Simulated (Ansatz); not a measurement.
CuAu:

```
CELL_PARAMETERS angstrom
2.81075 0.00000 0.00000
0.00000 2.81075 0.00000
0.00000 0.00000 3.68500
ATOMIC_POSITIONS crystal
Au 0.00000 0.00000 0.00000
Cu 0.50000 0.50000 0.50000
```

A run of Ansatz 0.2.0 on this cell left the log below. Logs are shortened: lines on timing, memory, paths and dates and some standing lists are left out, and cuts for length are marked.

```text
Warning: RAYON_NUM_THREADS=2 ignored (pool sized by the plan → 2); use --threads N
scf.n_extra_bands = 6 over 19 filled bands (N_el = 38.0): the run solves 25 bands
Engine: ansatz 0.2.0, aarch64-unknown-linux-gnu
Pseudopotentials: kind: paw
Pseudopotential: Au, paw, valence charge 19, recommended cutoff 617 eV (normal), Au.paw.azcp
Pseudopotential: Cu, paw, valence charge 19, recommended cutoff 700 eV (normal), Cu.paw.azcp
Functional definition: PBEsol
  exchange = pbesol_x
  correlation = pbesol_c
Crystal: 2 atoms, lattice volume = 29.113 Å³
Basis set: ecut = 700 eV, 1207 PW (Γ), exchange–correlation on 50×50×64 points (8 copies of the dense FFT grid, shifted against one another)
Bands: 25, of which v1, the nominal top of the filled ones, is band 19 counted from 1 (18 counted from 0)
Symmetry: 16 space group operations
Space group: P4/mmm (ITA 123), of the structure as read, at distance tolerance 3.1e-5 Å
k-points: 60 of 567
Non-local potential: Au, projectors of the file, l = 0: 3, l = 1: 3, l = 2: 2, l = 3: 2
Non-local potential: Cu, projectors of the file, l = 0: 3, l = 1: 3, l = 2: 3, l = 3: 1, l = 4: 1
PAW form: soft (Blöchl's): semilocal exchange-correlation on the pseudo side does not see the compensation charge
PAW frozen core: Au, regenerated for the run's functional, and the local potential with it (the file was generated under x = pbe(κ = 0.804, μ = 0.2195149727645171), c = pbe(β = 0.06672455060314922))
PAW frozen core: Cu, regenerated for the run's functional, and the local potential with it (the file was generated under x = pbe(κ = 0.804, μ = 0.2195149727645171), c = pbe(β = 0.06672455060314922))
PAW one-centre angular grid: Au, 590 points (default); XC on 64 Gauss nodes
PAW one-centre angular grid: Cu, 590 points (default); XC on 64 Gauss nodes
Initial density: superposition of atomic densities (chi_scale 0.1, normalization cell, long waves kept (reshape's long-wave potential 0.00 eV rms))
Initial wavefunctions: pseudopotential atomic-orbital guess
Functional: x = pbesol(κ = 0.804, μ = 0.12345679012345678), c = pbesol(β = 0.046)
SCF iter   1: F=—  HF=-19629.776175 eV  |F-HF|=—  |Δ(HF+E_count)|=         —  Δρ=1.88e-1  dr2=1.50e1  ethr=3.10e-3  ⟨swp⟩=5.4  Hψ=6327  notcnv=0
preconditioner: auto → Kerker (q_TF=auto, 2.852 Å⁻¹)  [metal: Δε(μ)=0.054 eV  Ē_g=12.971 eV  σ=0.050 eV  W_gap=0.25  n_scr=14 (ndim 8)  ℏωp=32.3 eV  f_vac=0.000  D(μ)=0.94/eV (n_scr^D=6)]
SCF iter   2: F=—  HF=-19627.113771 eV  |F-HF|=—  |Δ(HF+E_count)|=    2.66e0  Δρ=9.36e-2  dr2=1.58e0  ethr=3.10e-3  ⟨swp⟩=3.0  Hψ=3530  notcnv=0  defer=83
SCF iter   3: F=—  HF=-19626.706185 eV  |F-HF|=—  |Δ(HF+E_count)|=   4.08e-1  Δρ=3.05e-2  dr2=4.19e-1  ethr=3.10e-3  ⟨swp⟩=2.0  Hψ=2601  notcnv=0  defer=81
SCF iter   4: F=—  HF=-19626.632352 eV  |F-HF|=—  |Δ(HF+E_count)|=   7.38e-2  Δρ=1.96e-2  dr2=1.48e-1  ethr=1.10e-3  ⟨swp⟩=2.0  Hψ=1716  notcnv=0  defer=81
SCF iter   5: F=—  HF=-19626.592615 eV  |F-HF|=—  |Δ(HF+E_count)|=   3.97e-2  Δρ=6.19e-3  dr2=1.30e-2  ethr=3.90e-4  ⟨swp⟩=2.4  Hψ=2272  notcnv=0  defer=81
SCF iter   6: F=—  HF=-19626.588904 eV  |F-HF|=—  |Δ(HF+E_count)|=   3.71e-3  Δρ=7.55e-4  dr2=2.33e-4  ethr=3.41e-5  ⟨swp⟩=2.1  Hψ=2287  notcnv=0  defer=81
SCF iter   7: F=—  HF=-19626.588858 eV  |F-HF|=—  |Δ(HF+E_count)|=   4.65e-5  Δρ=2.63e-4  dr2=3.44e-5  ethr=6.12e-7  ⟨swp⟩=1.5  Hψ=1503  notcnv=0  defer=81
SCF iter   8: F=—  HF=-19626.588849 eV  |F-HF|=—  |Δ(HF+E_count)|=   8.44e-6  Δρ=5.14e-5  dr2=8.30e-7  ethr=9.06e-8  ⟨swp⟩=2.3  Hψ=1991  notcnv=0  defer=81
SCF iter   9: F=-19626.588849 eV  HF=-19626.588849 eV  |F-HF|=1.11e-8  |Δ(HF+E_count)|=   1.46e-7  Δρ=1.15e-5  dr2=2.86e-8  ethr=2.63e-10  ⟨swp⟩=11.7  Hψ=8377  notcnv=0
SCF 1 converged in 9 iterations: F = -19626.588849 eV  dr2 = 2.86e-8
  greatest PAW one-centre occupation: 0.998 electrons in one spin orbital (limit 2), on the Au atom at site 0 (counted from 0), in its partial waves of l = 0
NSCF: frozen V_eff on 129 k-points
SCF converged after 9 iterations
Free energy (F): -19626.588849 eV
Harris-Foulkes:  -19626.588849 eV  (|F-HF|=1.11e-8)
Internal energy: -19626.585075 eV  (E = F + TS)
E sigma→0 (E₀):  -19626.586962 eV
Entropy (-TS):   -0.003774 eV (-1.887 meV/atom)
Fermi energy:    18.956068 eV
--- Per-component energies (eV) ---
  E_band       = -555.091909
  E_kinetic    = 1450.009215
  E_local      = -7616.641762  (includes V_loc(G=0)·N_el)
  E_nonlocal   = 1640.454765
  E_hartree    = 2391.185921
  E_xc         = -445.229827
  E_vxc        = -540.378410  (∫ρ·V_xc dr)
  E_paw        = -10898.055068  (= ΣΔE_a)
  E_vpaw       = -270.915220  (= ΣTr[D̂ρ^β])
  E_aug_tail   = 0.000236  (compensation charges beyond the density's cutoff)
  E_ewald      = -6148.824689
  E_core_change = 0.516134  (= ΣΔE_core)
  E_smearing   = -0.003774  (= −TS)
  E_closure    = 0.000000  (closes the sum)
  Σ components = -19626.588849   (vs F -19626.588849, Δ=0.00e0)
--- Forces (eV/Å), atoms counted from 1 ---
  atom   1  Au    -0.00000000     0.00000000     0.00000000
  atom   2  Cu     0.00000000    -0.00000000    -0.00000000
  max |Σ_I F_I| component: 1.61e-28 eV/Å
--- Stress (GPa, compression-positive) ---
       -3.799885      -0.000000      -0.000000
       -0.000000      -3.799885      -0.000000
       -0.000000      -0.000000      -4.156750
  P = ⅓ Tr σ = -3.9188 GPa (-39.188 kbar)
--- Band table (eV; the first three rows and the last of 60) ---
  k-point 0: bands = ["-92.9391", "-86.9448", "-50.4790", "-50.4678", "-50.4678", "-38.2268", "-38.1685", "-38.1685", "9.1472", "12.3839", "12.5365", "14.9496", "14.9496", "16.0267", "16.1888", "16.8906", "17.3406", "17.5621", "17.5621", "21.0229", "26.9894", "28.9494", "28.9494", "35.6677", "35.7497"]
  k-point 1: bands = ["-92.9391", "-86.9448", "-50.4790", "-50.4678", "-50.4678", "-38.2279", "-38.1685", "-38.1685", "9.3950", "12.4286", "12.6182", "14.9988", "14.9988", "16.0659", "16.1210", "16.8197", "17.2956", "17.4074", "17.4074", "19.6527", "28.7459", "29.4304", "29.4304", "34.6634", "35.6265"]
  k-point 2: bands = ["-92.9391", "-86.9448", "-50.4791", "-50.4678", "-50.4678", "-38.2303", "-38.1684", "-38.1684", "10.0726", "12.5352", "12.8179", "15.1315", "15.1315", "15.9628", "16.1665", "16.5662", "17.0524", "17.0524", "17.1820", "17.5099", "30.7576", "30.7576", "32.0290", "33.7917", "35.4089"]
  k-point 59: bands = ["-92.9369", "-86.9331", "-50.4839", "-50.4839", "-50.4763", "-38.3074", "-38.3073", "-38.2045", "12.4508", "13.2217", "13.2947", "15.1608", "15.7910", "15.7972", "16.1448", "16.9097", "17.2483", "17.3639", "22.4243", "23.9898", "24.2437", "25.1703", "26.1858", "26.6475", "28.0449"]
```

**Question.** Write the input and the command behind it.

**Answer.** Band structure with PBEsol, no spin polarisation. The files as run (others can give the same):

input.yaml
```yaml
crystal:
  lattice:
    - [2.8107494552, 0.0, 0.0]
    - [0.0, 2.8107494552, 0.0]
    - [0.0, 0.0, 3.685]
  atoms:
    - { symbol: Au, position: [0.0, 0.0, 0.0] }
    - { symbol: Cu, position: [0.5, 0.5, 0.5] }
hamiltonian:
  xc: pbesol
  pseudopotentials: { kind: paw, source: ansatz }
kpoints:
  mp_grid: { grid: [9, 9, 7] }
  band_path:
    path:
      - [[0.0, 0.0, 0.0], [0.0, 0.5, 0.0], [0.5, 0.5, 0.0], [0.0, 0.0, 0.0], [0.0, 0.0, 0.5], [0.0, 0.5, 0.5], [0.5, 0.5, 0.5], [0.0, 0.0, 0.5]]
      - [[0.0, 0.5, 0.0], [0.0, 0.5, 0.5]]
      - [[0.5, 0.5, 0.0], [0.5, 0.5, 0.5]]
    npoints: 14
scf:
  occupations: { method: fermi_dirac, width: 0.05 }
  n_extra_bands: 6
output:
  forces: true
  stress: true
  eigenvalues: true
  fatbands: true
```

Potentials or basis: Ansatz PAW earlier set.
Command:
```sh
$ ansatz run input.yaml --threads 2 --pin off --max-ram 5632MiB --backend cpu --events-out ev --progress --plain --runs-dir out
```

Caveat: spin-orbit coupling is left out, which moves the levels of the heavy elements; the PAW data sets come from PBE, with cores solved anew for the run's functional, which leaves a small shift of forces and pressure.
